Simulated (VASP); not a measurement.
A run of VASP 6.6.1 is set up as follows.

INCAR

```
PREC = Accurate
ENCUT = 600
EDIFF = 1E-7
ISMEAR = 0
SIGMA = 0.03
LREAL = F
LASPH = T
NELM = 80
ALGO = Normal
ISIF = 2
LWAVE = F
LCHARG = F
GGA = PS
IBRION = 2
NSW = 40
EDIFFG = -0.01
```

File KPOINTS:

```
Automatic mesh
0
Gamma
  12 12 12
```

Contents of POSCAR:

```
AlN                                     
1.0
    0.0000000000      2.0083920290      2.0083920290
    2.0083920290      0.0000000000      2.0083920290
    2.0083920290      2.0083920290      0.0000000000
  Al              N             
     1     1
Direct
     0.5000000000000000    0.5000000000000000    0.5000000000000000
     0.0000000000000000    0.0000000000000000    0.0000000000000000
```

Potentials or basis: VASP PAW PBE potentials, release 64 (Al, N).

Run with:

```console
$ cat potpaw_PBE.64/Al/POTCAR potpaw_PBE.64/N/POTCAR > POTCAR
$ mpirun -np 1 vasp_std > vasp.out
```

(1) What does it give for the band gap on the k mesh?

## Answers

(1) 4.74 eV, indirect (least direct gap 5.96 eV).

Caveat: the relaxation stopped at its first step, so nothing moved.
